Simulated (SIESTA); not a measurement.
The system is As.

```
As
1.0
     2.70368    0.00000    0.00000
     0.00000    2.70368    0.00000
     0.00000    0.00000    2.70368
As
1
Cartesian
  1.3518 1.3518 1.3518
```

This isn't the form of As at room conditions, which is rhombohedral.

```yaml
Program: SIESTA 5.4.2
Task: relaxation of cell and atoms
Functional: PW91
Potentials_or_basis: PseudoDojo 0.4 standard (PBE files)
Basis: DZP (energy shift 0.003 Ry; two zetas on semicore shells)
Grid_cutoff: 500 Ry
Energy_shift: 0.003 Ry
k_mesh: 7 × 7 × 7
Occupations: fermi-dirac, width 0.05 eV
Spin: no spin polarisation
```

At the start: pressure 5.7 GPa; volume 19.76 Å³/atom.

Question: How do energy, volume and symmetry change on relaxing?

Answer: Over 4 steps the energy falls by 23.0 meV/atom and the volume is 21.22 Å³/atom (+7.4 %); space group Pm-3m (No. 221, to 0.05 Å).

The path:
```
step  energy change (eV)  largest force (eV/Å)  pressure (GPa)  volume (Å³)
   1              0.0000                0.0000            5.72        19.76
   2             -0.0012                0.0000            5.53        19.80
   3             -0.0217                0.0000            1.14        20.88
   4             -0.0230                0.0000           -0.03        21.22
```

Final structure:
```yaml
crystal:
  lattice:
    - [2.76841, 0.00000, 0.00000]
    - [0.00000, 2.76841, 0.00000]
    - [0.00000, 0.00000, 2.76841]
  atoms:
    - { symbol: As, position: [0.50000, 0.50000, 0.50000] }
```

Caveat: the potentials were made for another functional, which shifts forces and pressure; the basis of atomic orbitals isn't converged, which shifts pressures, moduli and gaps.
